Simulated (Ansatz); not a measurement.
# Te2Pt (Moncheite) in Ansatz: the effect of functional

Te2Pt (Moncheite):

```
CELL_PARAMETERS angstrom
4.08865 0.00000 0.00000
-2.04432 3.54087 0.00000
0.00000 0.00000 5.30301
ATOMIC_POSITIONS crystal
Pt 0.00000 0.00000 0.00000
Te 0.66667 0.33333 0.75000
Te 0.33333 0.66667 0.25000
```

The cell isn't the ideal one: volume scaled by 1.06.

Alike in all runs:

- Program: Ansatz 0.2.0
- Task: single point
- Potentials or basis: Ansatz PAW
- k mesh: 8 × 8 × 5
- Occupations: fermi-dirac, width 0.05 eV
- Spin: no spin polarisation

**Question.** One run gave: pressure -2.3 GPa; largest force 0.10 eV/Å. Which functional did it use?
A. PBEsol
B. r2SCAN
C. LDA

**Answer.** A.

```csv
functional,cutoff,pressure (GPa),largest force (eV/Å)
LDA,420 eV (not typed: the program's choice for these potentials),-4.2,0.04
PBEsol,420 eV (not typed: the program's choice for these potentials),-2.3,0.10
r2SCAN,500 eV (not typed: the program's choice for these potentials),0.2,0.19
```

Caveats: the PAW data sets come from PBE, with cores solved anew for the run's functional, which leaves a small shift of forces and pressure.

Runs at the PBE level aren't shown here.
